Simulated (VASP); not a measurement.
# MgI2 (P-3m1) in VASP: density of states with PBE+D3(BJ)

Aim: the density of states of MgI2 with PBE+D3(BJ).

All numbers are computed with VASP 6.6.1; they aren't measurements. Logs are shortened: lines on timing, memory, paths and dates and some standing lists are left out, and cuts for length are marked.

## 1. The structure

The structure is trigonal, space group P-3m1 (No. 164). Conventional cell: a = 4.127 Å, b = 4.127 Å, c = 6.837 Å, α = 90.00°, β = 90.00°, γ = 120.00°. Around Mg (site symmetry -3m) lie 6 I at 2.91 Å. Around I (site symmetry 3m) lie 3 Mg at 2.91 Å.

## 2. Density of states, PBE+D3(BJ)

POSCAR

```
MgI2
1.0
    4.1273271356      0.0000000000      0.0000000000
   -2.0636635678      3.5743701491      0.0000000000
    0.0000000000      0.0000000000      6.8366284634
Mg I
1 2
Direct
    0.0000000000      0.0000000000      0.0000000000
    0.3333333333      0.6666666667      0.2451556323
    0.6666666667      0.3333333333      0.7548443677
```

INCAR.step1

```
  ALGO = Normal
  EDIFF = 1E-6
  ENCUT = 520
  GGA = PE
  ISIF = 2
  ISMEAR = 0
  IVDW = 12
  LASPH = True
  LCHARG = True
  LREAL = False
  LWAVE = False
  NBANDS = 15
  NELM = 100
  PREC = Accurate
  SIGMA = 0.02
```

KPOINTS.step1

```
k-points
0
Gamma
  6 6 4
```

INCAR.step2

```
  ALGO = Normal
  EDIFF = 1E-6
  ENCUT = 520
  GGA = PE
  ICHARG = 11
  ISIF = 2
  ISMEAR = -5
  IVDW = 12
  LASPH = True
  LCHARG = False
  LORBIT = 11
  LREAL = False
  LWAVE = False
  NEDOS = 2001
  NELM = 100
  PREC = Accurate
  SIGMA = 0.02
```

KPOINTS.step2

```
k-points
0
Gamma
  9 9 6
```

Potentials or basis: VASP PAW PBE potentials, release 64 (Mg, I).

Run with:

```console
$ cat potpaw_PBE.64/Mg/POTCAR potpaw_PBE.64/I/POTCAR > POTCAR
$ cp INCAR.step1 INCAR
$ cp KPOINTS.step1 KPOINTS
$ mpirun -np 1 vasp_std > vasp.out
$ cp INCAR.step2 INCAR
$ cp KPOINTS.step2 KPOINTS
$ mpirun -np 1 vasp_std > vasp.out
```

OUTCAR:

```text
EDIFF = 1E-6
   ENCUT = 520
   GGA = PE
   ICHARG = 11
   ISIF = 2
   ISMEAR = -5
   IVDW = 12
   LASPH = True
   LORBIT = 11
   LREAL = False
   NELM = 100
   PREC = Accurate
 IVDW          = 12

 ion  position               nearest neighbor table
   1  0.000  0.000  0.000-   2 2.91   3 2.91   2 2.91   3 2.91   3 2.91   2 2.91
   2  0.333  0.667  0.245-   1 2.91   1 2.91   1 2.91
   3  0.667  0.333  0.755-   1 2.91   1 2.91   1 2.91

  LATTYP: Found a hexagonal cell.
 ALAT       =     4.1273271356
 C/A-ratio  =     1.6564299942

  Lattice vectors:

 A1 = (   4.1273271356,   0.0000000000,   0.0000000000)
 A2 = (  -2.0636635678,   3.5743701491,   0.0000000000)
 A3 = (   0.0000000000,   0.0000000000,   6.8366284634)

Analysis of symmetry for initial positions (statically):
=====================================================================
 Subroutine PRICEL returns:
 Original cell was already a primitive cell.

 Routine SETGRP: Setting up the symmetry group for a
 hexagonal supercell.

 Subroutine GETGRP returns: Found 12 space group operations
 (whereof 12 operations were pure point group operations)
 out of a pool of 24 trial point group operations.

The static configuration has the point symmetry D_3d.

Analysis of symmetry for dynamics (positions and initial velocities):
=====================================================================
 Subroutine PRICEL returns:
 Original cell was already a primitive cell.

 Routine SETGRP: Setting up the symmetry group for a
 hexagonal supercell.

 Subroutine GETGRP returns: Found 12 space group operations
 (whereof 12 operations were pure point group operations)
 out of a pool of 24 trial point group operations.

The dynamic configuration has the point symmetry D_3d.

 Subroutine INISYM returns: Found 12 space group operations
 (whereof 12 operations are pure point group operations),
 and found     1 'primitive' translations

----------------------------------------------------------------------------------------

                                     Primitive cell

  volume of cell :     100.8580

  direct lattice vectors                    reciprocal lattice vectors
     4.127327136  0.000000000  0.000000000     0.242287555  0.139884785  0.000000000
    -2.063663568  3.574370149  0.000000000     0.000000000  0.279769570  0.000000000
     0.000000000  0.000000000  6.836628463     0.000000000  0.000000000  0.146270930

  length of vectors
     4.127327136  4.127327136  6.836628463     0.279769570  0.279769570  0.146270930

[... 105 lines left out ...]
  volume/ion in A,a.u.               =      33.62       226.87
  Fermi-wavevector in a.u.,A,eV,Ry     =   0.886226  1.674725 10.685979  0.785397
  Thomas-Fermi vector in A             =   2.007365
   LORBIT       =     11    0 simple, 1 ext, 2 COOP (PROOUT), +10 PAW based schemes
   GGA     = PE    functional components
   LHFCALC =     F    Hartree Fock is set to
   AEXX    =    0.0000 exact exchange contribution
   IVDW    =    12    specifies the selected vdW correction
   LEPSILON=     F    determine dielectric tensor
   LRPA    =     F    only Hartree local field effects (RPA)
 non-spin polarized calculation
 Fermi weights with tetrahedron method with Bloechl corrections
  energy-cutoff  :      520.00
  volume of cell :      100.86
 maximum number of plane-waves:      2743
 NGX is ok and might be reduce to    32

 number of electron      16.0000000 magnetization

 Free energy of the ion-electron system (eV)
  ---------------------------------------------------
  ext. energy  EPLUGINS =         0.00000000
  ---------------------------------------------------
  free energy    TOTEN  =        -7.68294741 eV

  energy without entropy =       -7.68294741  energy(sigma->0) =       -7.68294741

 E-fermi :   2.4756     XC(G=0):  -8.2929

 val. band max:        2.4684830900   @ k =   0.0000   0.0000   0.0000
 cond. band min:       5.9586048029   @ k =   0.0000   0.4444   0.3333
 fundamental gap:      3.4901217129
 Fermi energy:         2.4756428296

 k-point     1 :       0.0000    0.0000    0.0000
  band No.  band energies     occupation
      1      -9.6613      2.00000
      2      -8.9335      2.00000
      3      -1.1619      2.00000
      4       2.0328      2.00000
      5       2.0328      2.00000
      6       2.4205      2.00000
      7       2.4205      2.00000
      8       2.4685      2.00000
      9       6.2101      0.00000
     10       7.2693      0.00000
     11       9.2100      0.00000
     12       9.2100      0.00000
[... 331 lines left out ...]
 k-point    24 :      -0.1111    0.3333    0.1667
  band No.  band energies     occupation
      1      -9.2291      2.00000
      2      -8.7769      2.00000
      3      -0.7127      2.00000
      4       0.3128      2.00000
      5       0.4383      2.00000
      6       1.3780      2.00000
      7       1.7920      2.00000
      8       2.1465      2.00000
      9       6.9106      0.00000
     10       8.4184      0.00000
     11       9.1310      0.00000
     12       9.1714      0.00000

 [... further k-points ...]

------------------------ aborting loop because EDIFF is reached ----------------------------------------

 Edisp (eV)   -0.94410

 E8    (eV) :    -0.4225

  FORCE on cell =-STRESS in cart. coord.  units (eV):
  Direction    XX          YY          ZZ          XY          YZ          ZX
  --------------------------------------------------------------------------------------
  -------------------------------------------------------------------------------------
  Total      -0.07461    -0.07461    -0.04722     0.00000     0.00000    -0.00000
  in kB      -1.18518    -1.18518    -0.75014     0.00000     0.00000    -0.00000
  external pressure =       -1.04 kB  Pullay stress =        0.00 kB

 VOLUME and BASIS-vectors are now :
 -----------------------------------------------------------------------------
  energy-cutoff  :      520.00
  volume of cell :      100.86
      direct lattice vectors                 reciprocal lattice vectors
     4.127327136  0.000000000  0.000000000     0.242287555  0.139884785  0.000000000
    -2.063663568  3.574370149  0.000000000     0.000000000  0.279769570  0.000000000
     0.000000000  0.000000000  6.836628463     0.000000000  0.000000000  0.146270930

 POSITION                                       TOTAL-FORCE (eV/Angst)
 -----------------------------------------------------------------------------------
      0.00000      0.00000      0.00000         0.000000      0.000000      0.000000
     -0.00000      2.38291      1.67604        -0.000000      0.000000     -0.006462
      2.06366      1.19146      5.16059         0.000000     -0.000000      0.006462
 -----------------------------------------------------------------------------------
    total drift:                                0.000000     -0.000000      0.000000

  FREE ENERGIE OF THE ION-ELECTRON SYSTEM (eV)
  ---------------------------------------------------
  free  energy   TOTEN  =        -8.6270503408 eV

  energy  without entropy=       -8.6270503408  energy(sigma->0) =       -8.62705034

 total charge

# of ion       s       p       d       tot
------------------------------------------
    1        0.140   0.114   0.029   0.283
    2        1.507   2.826   0.013   4.346
    3        1.507   2.826   0.013   4.346
--------------------------------------------------
tot          3.153   5.766   0.056   8.975
```

Wall time 40 s (1 thread of Intel Xeon Platinum 8559C (Emerald Rapids), shared host); peak memory 0.26 GiB.

What came out:

- Valence electrons inside the program's atomic spheres: Mg 0.28; I 4.35
- Dispersion energy per atom: -0.315 eV

States per cell in windows of 0.5 eV (zero at the valence-band top; states under -8 eV left out):
```
from (eV)  total  I2_p  I3_p  Mg1_s  Mg1_p  I2_d  I3_d
     -8.0   0.00  0.00  0.00   0.00   0.00  0.00  0.00
     -7.5   0.00  0.00  0.00   0.00   0.00  0.00  0.00
     -7.0   0.00  0.00  0.00   0.00   0.00  0.00  0.00
     -6.5   0.00  0.00  0.00   0.00   0.00  0.00  0.00
     -6.0   0.00  0.00  0.00   0.00   0.00  0.00  0.00
     -5.5   0.00  0.00  0.00   0.00   0.00  0.00  0.00
     -5.0   0.00  0.00  0.00   0.00   0.00  0.00  0.00
     -4.5   0.00  0.00  0.00   0.00   0.00  0.00  0.00
     -4.0   0.30  0.05  0.05   0.02   0.00  0.00  0.00
     -3.5   1.63  0.28  0.28   0.09   0.00  0.00  0.00
     -3.0   1.35  0.26  0.26   0.01   0.02  0.00  0.00
     -2.5   0.91  0.19  0.19   0.00   0.01  0.00  0.00
     -2.0   1.60  0.36  0.36   0.00   0.02  0.00  0.00
     -1.5   1.78  0.44  0.44   0.00   0.02  0.00  0.00
     -1.0   2.90  0.79  0.79   0.00   0.01  0.00  0.00
     -0.5   1.47  0.43  0.43   0.00   0.01  0.00  0.00
      0.0   0.00  0.00  0.00   0.00   0.00  0.00  0.00
      0.5   0.00  0.00  0.00   0.00   0.00  0.00  0.00
      1.0   0.00  0.00  0.00   0.00   0.00  0.00  0.00
      1.5   0.00  0.00  0.00   0.00   0.00  0.00  0.00
      2.0   0.00  0.00  0.00   0.00   0.00  0.00  0.00
      2.5   0.00  0.00  0.00   0.00   0.00  0.00  0.00
      3.0   0.00  0.00  0.00   0.00   0.00  0.00  0.00
      3.5   0.43  0.02  0.02   0.08   0.00  0.01  0.01
      4.0   0.96  0.07  0.07   0.17   0.01  0.03  0.03
      4.5   0.61  0.05  0.05   0.10   0.01  0.01  0.01
      5.0   0.63  0.01  0.01   0.00   0.02  0.03  0.03
      5.5   1.32  0.04  0.04   0.01   0.05  0.06  0.06
      6.0   1.77  0.07  0.07   0.01   0.08  0.09  0.09
      6.5   1.56  0.06  0.06   0.01   0.10  0.09  0.09
      7.0   0.72  0.03  0.03   0.00   0.05  0.04  0.04
      7.5   0.01  0.00  0.00   0.00   0.00  0.00  0.00
```

 The run has no spin-orbit coupling, so splittings on I are missing.
